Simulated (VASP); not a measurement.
Set up this calculation in VASP 6.6.1, as the native input.

| Item | Value |
| --- | --- |
| Task | single point |
| Functional | PBE |
| Potentials or basis | VASP PAW PBE potentials, release 64 (Ag, Br) |
| Cutoff | 520 eV |
| k mesh | 6 × 6 × 6 |
| Occupations | gaussian, width 0.1 eV |
| Spin | no spin polarisation |
| Dipole correction | no |
| Further INCAR settings | ALGO = Normal; EDIFF = 1e-06; NBANDS = 16 |

The structure of AgBr lies in POSCAR:

```
AgBr
1.0
    0.0000000000      2.8921694800      2.8921694800
    2.8921694800      0.0000000000      2.8921694800
    2.8921694800      2.8921694800      0.0000000000
Ag Br
1 1
Direct
    0.0000000000      0.0000000000      0.0000000000
    0.5000000000      0.5000000000      0.5000000000
```

The cell is a database's computed one.

One way to write it, as run:

INCAR

```
SYSTEM = AgBr
  PREC = Accurate
  ENCUT = 520
  EDIFF = 1E-6
  ISMEAR = 0
  SIGMA = 0.1
  LREAL = .FALSE.
  LASPH = .TRUE.
  NELM = 80
  ALGO = Normal
  ISIF = 2
  LWAVE = .FALSE.
  LCHARG = .FALSE.
  GGA = PE
  NBANDS = 16
```

KPOINTS

```
Automatic mesh
0
G
  6 6 6
  0 0 0
```

Potentials or basis: VASP PAW PBE potentials, release 64 (Ag, Br).

Command:

```bash
$ cat potpaw_PBE.64/Ag/POTCAR potpaw_PBE.64/Br/POTCAR > POTCAR
$ mpirun -np 1 vasp_std > vasp.out
```

It gave:

* Pressure: 1.2 GPa
* Band gap on the k mesh: 0.68 eV, indirect (least direct gap 2.53 eV)

Run time: 7.3 s on 1 thread of Intel(R) Xeon(R) Platinum 8559C (Emerald Rapids), with other jobs on the host, peak memory 0.17 GiB.
